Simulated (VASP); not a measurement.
# Al (Fm-3m) in VASP: further runs

The runs below take Al through relaxation of cell and atoms, with PBE.

Program: VASP 6.6.1. These are calculated values, not measurements. Logs are shortened: lines on timing, memory, paths and dates and some standing lists are left out, and cuts for length are marked.

### 1 The structure

The structure is cubic, space group Fm-3m (No. 225). The conventional cell has a = 4.050 Å, b = 4.050 Å, c = 4.050 Å, α = 90.00°, β = 90.00°, γ = 90.00°. Al (site symmetry m-3m) is surrounded by 12 Al at 2.86 Å.

### 2 Relaxation of cell and atoms, PBE

Input file INCAR:

```
SYSTEM = Al
PREC = Accurate ; ENCUT = 520
EDIFF = 0.05 ; ISMEAR = 0
SIGMA = 0.1 ; LREAL = .False.
LASPH = .True. ; NELM = 100
ALGO = Normal ; ISIF = 3
LWAVE = .False. ; LCHARG = .False.
GGA = PE ; IBRION = 2
NSW = 80 ; EDIFFG = -0.002
```

Input file KPOINTS:

```
Automatic mesh
0
Gamma
  18 18 18
  0 0 0
```

Input file POSCAR:

```
Al
1.0
    0.0000000000      2.0248050000      2.0248050000
    2.0248050000      0.0000000000      2.0248050000
    2.0248050000      2.0248050000      0.0000000000
Al
1
Direct
    0.0000000000      0.0000000000      0.0000000000
```

Potentials or basis: VASP PAW PBE potentials, release 64 (Al).

Started as:

```
cat potpaw_PBE.64/Al/POTCAR > POTCAR
mpirun -np 1 vasp_std > vasp.out
```

OUTCAR:

```text
SYSTEM = Al
   PREC = Accurate
   ENCUT = 520
   EDIFF = 0.05
   ISMEAR = 0
   LREAL = .False.
   LASPH = .True.
   NELM = 100
   ISIF = 3
   GGA = PE
   IBRION = 2
   NSW = 80
   EDIFFG = -0.002

 ion  position               nearest neighbor table
   1  0.000  0.000  0.000-

  LATTYP: Found a face centered cubic cell.
 ALAT       =     4.0496100000

  Lattice vectors:

 A1 = (   0.0000000000,   2.0248050000,   2.0248050000)
 A2 = (   2.0248050000,   0.0000000000,   2.0248050000)
 A3 = (   2.0248050000,   2.0248050000,   0.0000000000)

Analysis of symmetry for initial positions (statically):
=====================================================================
 Subroutine PRICEL returns:
 Original cell was already a primitive cell.

 Routine SETGRP: Setting up the symmetry group for a
 face centered cubic supercell.

 Subroutine GETGRP returns: Found 48 space group operations
 (whereof 48 operations were pure point group operations)
 out of a pool of 48 trial point group operations.

The static configuration has the point symmetry O_h .

Analysis of symmetry for dynamics (positions and initial velocities):
=====================================================================
 Subroutine PRICEL returns:
 Original cell was already a primitive cell.

 Routine SETGRP: Setting up the symmetry group for a
 face centered cubic supercell.

 Subroutine GETGRP returns: Found 48 space group operations
 (whereof 48 operations were pure point group operations)
 out of a pool of 48 trial point group operations.

The dynamic configuration has the point symmetry O_h .

 Subroutine INISYM returns: Found 48 space group operations
 (whereof 48 operations are pure point group operations),
 and found     1 'primitive' translations

----------------------------------------------------------------------------------------

                                     Primitive cell

  volume of cell :      16.6027

  direct lattice vectors                    reciprocal lattice vectors
     0.000000000  2.024805000  2.024805000    -0.246937359  0.246937359  0.246937359
     2.024805000  0.000000000  2.024805000     0.246937359 -0.246937359  0.246937359
     2.024805000  2.024805000  0.000000000     0.246937359  0.246937359 -0.246937359

  length of vectors
     2.863506692  2.863506692  2.863506692     0.427708053  0.427708053  0.427708053

[... 90 lines left out ...]
   NUPDOWN=      -1.0000    fix difference up-down
   EMIN   =  10.00;   EMAX   =-10.00  energy-range for DOS
   EFERMI =   0.00;   METHOD = LEGACY
   ISMEAR =     0;   SIGMA  =   0.10  broadening in eV -4-tet -1-fermi 0-gaus
   EFERMI_NEDOS =   21; number of points for ismear=-14 and -15
   IALGO  =     38    algorithm
   IMIX   =      4    mixing-type and parameters
     AMIX     =   0.40;   BMIX     =  1.00
     AMIX_MAG =   1.60;   BMIX_MAG =  1.00
  volume/ion in A,a.u.               =      16.60       112.04
  Fermi-wavevector in a.u.,A,eV,Ry     =   0.925526  1.748991 11.654733  0.856599
  Thomas-Fermi vector in A             =   2.051390
   LORBIT       =      0    0 simple, 1 ext, 2 COOP (PROOUT), +10 PAW based schemes
   GGA     = PE    functional components
   LHFCALC =     F    Hartree Fock is set to
   AEXX    =    0.0000 exact exchange contribution
   IVDW    =     0    specifies the selected vdW correction
   LEPSILON=     F    determine dielectric tensor
   LRPA    =     F    only Hartree local field effects (RPA)
 conjugate gradient relaxation of ions
 non-spin polarized calculation
 Gauss-broadening in eV      SIGMA  =   0.10
  energy-cutoff  :      520.00
  volume of cell :       16.60
 maximum number of plane-waves:       459
 NGX is ok and might be reduce to    24
   NGX = 11   NGY = 11   NGZ = 11

--------------------------------------- Ionic step        1  -------------------------------------------

 number of electron       3.0000000 magnetization

 Free energy of the ion-electron system (eV)
  ---------------------------------------------------
  ext. energy  EPLUGINS =         0.00000000
  ---------------------------------------------------
  free energy    TOTEN  =        -3.75380011 eV

  energy without entropy =       -3.75087872  energy(sigma->0) =       -3.75233942

------------------------ aborting loop because EDIFF is reached ----------------------------------------

  FORCE on cell =-STRESS in cart. coord.  units (eV):
  Direction    XX          YY          ZZ          XY          YZ          ZX
  --------------------------------------------------------------------------------------
  -------------------------------------------------------------------------------------
  Total       -0.2471040     -0.2471040     -0.2471040      0.0000000      0.0000000     -0.0000000
  in kB      -23.8457407    -23.8457407    -23.8457407      0.0000000      0.0000000     -0.0000000
  external PRESSURE =     -23.8457407 kB  Pullay stress =       0.0000000 kB
[... 162 lines left out ...]
--------------------------------------- Ionic step        6  -------------------------------------------

 number of electron       3.0000000 magnetization

 Free energy of the ion-electron system (eV)
  ---------------------------------------------------
  ext. energy  EPLUGINS =         0.00000000
  ---------------------------------------------------
  free energy    TOTEN  =        -3.74453820 eV

  energy without entropy =       -3.74161253  energy(sigma->0) =       -3.74307537

 E-fermi :   7.9937     XC(G=0): -10.1976

 val. band max:        7.9872099298   @ k =  -0.2778   0.2778   0.0556
 cond. band min:       7.9945225385   @ k =  -0.2778   0.5000   0.2222
 fundamental gap:      0.0073126087
 Fermi energy:         7.9936894991

 k-point     1 :       0.0000    0.0000    0.0000
  band No.  band energies     occupation
      1      -3.1335      2.00000
      2      20.6228      0.00000
      3      20.6228      0.00000
      4      20.6228      0.00000
      5      22.1165      0.00000
[... 177 lines left out ...]
 k-point    24 :      -0.2222    0.0556    0.0000
  band No.  band energies     occupation
      1      -1.4920      2.00000
      2      11.8438      0.00000
      3      17.2886      0.00000
      4      20.1404      0.00000
      5      21.8862      0.00000

 [... further k-points ...]

------------------------ aborting loop because EDIFF is reached ----------------------------------------

  FORCE on cell =-STRESS in cart. coord.  units (eV):
  Direction    XX          YY          ZZ          XY          YZ          ZX
  --------------------------------------------------------------------------------------
  -------------------------------------------------------------------------------------
  Total       -0.0004500     -0.0004500     -0.0004500     -0.0000000      0.0000000      0.0000000
  in kB       -0.0437093     -0.0437093     -0.0437093     -0.0000000      0.0000000      0.0000000
  external PRESSURE =      -0.0437093 kB  Pullay stress =       0.0000000 kB
[... 16 lines left out ...]
  FREE ENERGIE OF THE ION-ELECTRON SYSTEM (eV)
  ---------------------------------------------------
  free  energy   TOTEN  =        -3.7445382019 eV

  energy  without entropy=       -3.7416125333  energy(sigma->0) =       -3.74307537

 reached required accuracy - stopping structural energy minimisation
```

CONTCAR:

```text
Al
   1.00000000000000
     0.0000000000000000    2.0204662719925168    2.0204662719925168
     2.0204662719925168    0.0000000000000000    2.0204662719925168
     2.0204662719925168    2.0204662719925168   -0.0000000000000000
  Al
     1
Direct
     0.0000000000000000    0.0000000000000000    0.0000000000000000

  0.00000000E+00  0.00000000E+00  0.00000000E+00
```

Run time: 11 s. Hardware: 1 thread of Intel Xeon Platinum 8488C (Sapphire Rapids), shared host; peak memory 0.14 GiB.

Results:

```
Free energy                            : -3.7445 eV
Relaxed volume                         : 16.50 Å³/atom
Relaxed cell                           : a = 2.857 Å, b = 2.857 Å, c = 2.857 Å, α = 60.00°, β = 60.00°, γ = 60.00°
Space group after relaxing (to 0.05 Å) : Fm-3m (No. 225)
Energy gained by relaxing              : -9.3 meV/atom
Ionic steps                            : 6
Pressure after relaxing                : 0.0 GPa
Band gap on the k mesh                 : none (metal or under the smearing width)
```

The path:
| step | energy change (eV) | largest force (eV/Å) | pressure (GPa) | volume (Å³) |
| --- | --- | --- | --- | --- |
| 1 | 0.0000 | 0.0000 | -2.38 | 16.60 |
| 2 | 0.0125 | 0.0000 | 2.12 | 16.02 |
| 3 | 0.0099 | 0.0000 | 1.07 | 16.29 |
| 4 | 0.0094 | 0.0000 | 0.57 | 16.38 |
| 5 | 0.0093 | 0.0000 | 0.13 | 16.47 |
| 6 | 0.0093 | 0.0000 | 0.00 | 16.50 |

Final structure:
```
Al
1.0
     0.00000    2.02047    2.02047
     2.02047    0.00000    2.02047
     2.02047    2.02047    0.00000
Al
1
Direct
  0.00000 0.00000 0.00000
```

### 3 Relaxation of cell and atoms, PBE

This run uses another cell than the first one, of 16.50 Å³/atom, 0.994 times its volume.

INCAR is that of step 2.

KPOINTS is that of step 2.

Input file POSCAR:

```
Al                                      
1.0
    0.0000000000      2.0204662720      2.0204662720
    2.0204662720      0.0000000000      2.0204662720
    2.0204662720      2.0204662720     -0.0000000000
  Al            
     1
Direct
     0.0000000000000000    0.0000000000000000    0.0000000000000000
```

Potentials or basis: VASP PAW PBE potentials, release 64 (Al).

Started as:

```
cat potpaw_PBE.64/Al/POTCAR > POTCAR
mpirun -np 1 vasp_std > vasp.out
```

Wall time 13 s (1 thread of Intel Xeon Platinum 8488C (Sapphire Rapids), shared host); peak memory 0.14 GiB.

Results (log left out):

```yaml
Free_energy: -3.7445 eV
Relaxed_volume: 16.49 Å³/atom
Relaxed_cell: a = 2.857 Å, b = 2.857 Å, c = 2.857 Å, α = 60.00°, β = 60.00°, γ = 60.00°
Space_group_after_relaxing_to_0.05_Å: Fm-3m (No. 225)
Energy_gained_by_relaxing: -9.5 meV/atom
Ionic_steps: 8
Pressure_after_relaxing: 0.0 GPa
Band_gap_on_the_k_mesh: none (metal or under the smearing width)
```

The path:
```tsv
step	energy change (eV)	largest force (eV/Å)	pressure (GPa)	volume (Å³)
1	0.0000	0.0000	-1.90	16.50
2	0.0125	0.0000	2.08	16.03
3	0.0102	0.0000	1.14	16.27
4	0.0098	0.0000	0.70	16.35
5	0.0095	0.0000	0.23	16.45
6	0.0095	0.0000	0.10	16.47
7	0.0095	0.0000	0.04	16.49
8	0.0095	0.0000	0.01	16.49
```

Final structure:
```yaml
crystal:
  lattice:
    - [0.00000, 2.02024, 2.02024]
    - [2.02024, 0.00000, 2.02024]
    - [2.02024, 2.02024, 0.00000]
  atoms:
    - { symbol: Al, position: [0.00000, 0.00000, 0.00000] }
```

Levels at points of the mesh, in eV from the Fermi level:
```csv
k point,band 1,band 2,band 3,band 4,band 5
"(0.00, 0.00, 0.00)",-11.13,12.63,12.63,12.63,14.13
"(0.50, 0.00, 0.00)",-4.59,-4.37,11.42,11.47,11.47
"(0.50, 0.50, 0.00)",-2.92,-1.59,5.27,5.61,5.61
```
